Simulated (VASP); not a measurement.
Here is a VASP 6.6.1 calculation.

File run.py:

```python
from ase import Atoms
from ase.calculators.vasp import Vasp
from ase.dft.bandgap import bandgap

atoms = Atoms(
    ['Er', 'Er'],
    cell=[[3.5588, 0.0, 0.0], [-1.7794, 3.082011207, 0.0], [0.0, 0.0, 5.5874]],
    scaled_positions=[[0.6666666667, 0.3333333333, 0.75], [0.3333333333, 0.6666666667, 0.25]],
    pbc=True,
)
atoms.set_initial_magnetic_moments([3.0, 3.0])
calc = Vasp(
    directory='calc',
    xc='rpbe',
    pp='PBE',
    setups={'base': 'minimal', 'Er': '_3'},
    prec='Accurate',
    encut=600,
    ediff=1e-06,
    ismear=0,
    sigma=0.1,
    lreal=False,
    lasph=True,
    nelm=150,
    algo='Normal',
    isif=2,
    lwave=False,
    lcharg=True,
    ispin=2,
    lorbit=11,
    lmaxmix=6,
    lelf=True,
    lvhar=True,
    kpts=[9, 9, 5],
    gamma=True,
)
atoms.calc = calc

print('energy (eV):', atoms.get_potential_energy())
print('free energy (eV):', atoms.get_potential_energy(force_consistent=True))
print('forces (eV/A):')
print(atoms.get_forces())
print('stress (eV/A^3, Voigt):', atoms.get_stress())
print('Fermi level (eV):', calc.get_fermi_level())
print('moment (muB):', atoms.get_magnetic_moment())
print('site moments (muB):', atoms.get_magnetic_moments())
gap, top, bottom = bandgap(calc)
print('band gap (eV):', gap, 'from (spin, k, band)', top, 'to', bottom)
```

Potentials or basis: VASP PAW PBE potentials, release 64 (Er_3), 4f in core.

Command:

```bash
$ python run.py
```

**Question.** Predict the net moment.

**Answer.** -0.03 μB per cell.

**Question.** Estimate the band gap on the k mesh.

**Answer.** None (metal or under the smearing width).

**Question.** What does it give for the pressure?

**Answer.** 2.3 GPa.

Stress tensor (GPa, compression positive):
```
2.47 0.00 0.00
0.00 2.47 0.00
0.00 0.00 1.88
```

Caveat: the magnetic or orbital state may not be the lowest; the PAW data sets were made with another functional, which shifts forces and pressure a little; spin-orbit coupling is left out, which moves the levels of the heavy elements; the 4f electrons are frozen in the core as for a trivalent ion, so they carry no moment and show no levels. The state reached can hang on the start; a lower one may exist.
